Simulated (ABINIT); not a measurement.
A run of ABINIT 10.8.3 (patched build) is set up as follows.

File run.abi:

```
# Pseudopotentials
pp_dirpath "./"
pseudos "Cu.upf, Al.upf"

# Structure
acell 3*1.0 Angstrom
rprim
     2.9975090000     0.0000000000     0.0000000000
     0.0000000000     2.9975090000     0.0000000000
     0.0000000000     0.0000000000     2.9975090000
ntypat 2
znucl 29 13
natom 2
typat 1 2
xred
     0.5065050000     0.4927260000     0.4908620000
     0.0052170000    -0.0116840000    -0.0056220000
chkprim 0
chksymtnons 0
tolsym 1.0e-6

# Plane-wave basis
ecut 1251.723767 eV

# k points
kptopt 1
ngkpt 9 9 9
nshiftk 1
shiftk 0.0 0.0 0.0

# Exchange and correlation
ixc -116133

# Bands and occupations
nband 15
occopt 3
tsmear 0.05 eV

# SCF cycle
nstep 100
tolvrs 1.0e-10

# Output
iomode 3
prtwf 0
prteig 0
prtebands 0
enunit 2
prtden 1
prtvha 1
prtvclmb 1
prtpot 1
prtelf 1
```

Potentials or basis: PseudoDojo NC SR PBEsol v0.4.1 standard.

Run with:

```console
$ abinit run.abi > log 2>&1
```

Task: Estimate the largest force.

Result: 0.066 eV/Å.

Task: Predict the pressure.

Result: -5.0 GPa.

Forces in eV/Å, atoms in the order of the input:
```
Cu  -0.015 -0.050  0.040
Al   0.015  0.050 -0.040
```
